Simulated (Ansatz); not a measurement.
Cu3Au, DFT, LDA, all-electron LAPW, scalar-relativistic (Ansatz 0.2.0), run on 1 thread of Arm Neoverse V2 on a shared host.

The cell comes from COD entry 9013496, which wasn't checked; take it as a given geometry.

Command: `ansatz run input.yaml --threads 1 --pin off --max-ram 4096MiB --backend cpu --events-out ev --progress --plain --runs-dir out`

```yaml
crystal:
  lattice:
    - [3.74, 0.0, 0.0]
    - [0.0, 3.74, 0.0]
    - [0.0, 0.0, 3.74]
  atoms:
    - { symbol: Cu, position: [0.0, 0.5, 0.5] }
    - { symbol: Cu, position: [0.5, 0.0, 0.5] }
    - { symbol: Cu, position: [0.5, 0.5, 0.0] }
    - { symbol: Au, position: [0.0, 0.0, 0.0] }
kpoints:
  mp_grid: { grid: [9, 9, 9] }
  band_path:
    path:
      - [0.0, 0.0, 0.0]
      - [0.0, 0.5, 0.0]
      - [0.5, 0.5, 0.0]
      - [0.0, 0.0, 0.0]
      - [0.5, 0.5, 0.5]
      - [0.0, 0.5, 0.0]
      - [0.5, 0.5, 0.5]
      - [0.5, 0.5, 0.0]
    npoints: 14
scf:
  occupations: { method: fermi_dirac, width: 0.08 }
hamiltonian:
  xc: lda
  pseudopotentials: { kind: all_electron, lapw: { basis_error: 0.001 } }
output:
  forces: true
  stress: true
  eigenvalues: true
  populations: true
  dos: { projected: true, de: 0.2, e_range: [-14, 8] }
```

Task: How large is the problem that the program sets up?

Result: 35 irreducible k-points, 587 plane waves at Γ, 60 bands.

Task: About how long does it take, and how much memory does it use?

Result: 97 s of wall time for 13 SCF iterations, with a peak of 0.54 GiB. Times on shared machines scatter by tens of per cent.

Task: And the same cell and mesh by PAW (frozen-core files), asked for forces, stress, eigenvalues, efg, populations, bader, dos, write_density, write_potential, elf and the same band path, on the same hardware?

Result: 31 s, peak memory 0.43 GiB.

Task: And the same cell and mesh by all-electron PAW (datasets made for this crystal), asked for forces, stress, eigenvalues, efg and the same band path, on the same hardware?

Result: 39 s, peak memory 0.76 GiB.
